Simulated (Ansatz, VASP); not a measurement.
## C: VASP beside Ansatz

The input INCAR:

```
SYSTEM = C
ALGO = Normal ; EDIFF = 1E-7
ENCUT = 520 ; GGA = RE
ISIF = 2 ; ISMEAR = -1
IVDW = 12 ; LASPH = .True.
LCHARG = .True. ; LELF = .True.
LREAL = .False. ; LVHAR = .True.
LWAVE = .False. ; NBANDS = 11
NELM = 100 ; PREC = Accurate
SIGMA = 0.05
```

The input KPOINTS:

```
k-points
0
Gamma
  13 13 13
  0 0 0
```

The input POSCAR:

```
C
1.0
    0.0000000000      1.7833700000      1.7833700000
    1.7833700000      0.0000000000      1.7833700000
    1.7833700000      1.7833700000      0.0000000000
C
2
Direct
    0.7500000000      0.7500000000      0.7500000000
    0.5000000000      0.5000000000      0.5000000000
```

The input input.yaml:

```yaml
crystal:
  lattice:
    - [0.0, 1.78337, 1.78337]
    - [1.78337, 0.0, 1.78337]
    - [1.78337, 1.78337, 0.0]
  atoms:
    - { symbol: C, position: [0.75, 0.75, 0.75] }
    - { symbol: C, position: [0.5, 0.5, 0.5] }
hamiltonian:
  xc: revpbe
  pseudopotentials: { kind: paw }
  dispersion: d3bj
kpoints:
  mp_grid: { grid: [13, 13, 13] }
scf:
  occupations: { method: fermi_dirac, width: 0.05 }
output:
  forces: true
  stress: true
  eigenvalues: true
```

This isn't the form of C at room conditions, which is graphite.

Alike in both runs: task single point; functional revPBE; dispersion D3(BJ); k mesh 13 × 13 × 13; occupations fermi-dirac, width 0.05 eV; no spin polarisation.

|  | VASP | Ansatz |
| --- | --- | --- |
| version | VASP 6.6.1 | Ansatz 0.2.0 |
| potentials or method | VASP PAW PBE potentials, release 64 (C) | Ansatz PAW |
| plane-wave cutoff (eV) | 520 | 420 |
| valence electrons in the cell | 8 | 8 |

|  | VASP | Ansatz | Ansatz less VASP |
| --- | --- | --- | --- |
| gap on the k mesh at the Fermi level (eV) | 4.13 | 4.14 | +0.011 |
| least direct gap on the mesh (eV) | 5.59 | 5.60 | +0.008 |
| pressure (GPa) | -4.0 | -4.6 | -0.58 |
| dispersion energy (meV/atom) | -395.6 | -395.6 | -0.03 |

Caveats: the PAW data sets were made with another functional, which shifts forces and pressure a little (VASP); an odd mesh through Γ misses points on the zone boundary, where band edges often lie (VASP); odd divisions of the mesh miss points on the zone boundary, where band edges often lie, so the gap on the mesh can be too wide (Ansatz); the pressure holds a Pulay correction of +0.9 GPa for the finite cutoff (Ansatz); the PAW data sets come from PBE, with cores solved anew for the run's functional, which leaves a small shift of forces and pressure (Ansatz).
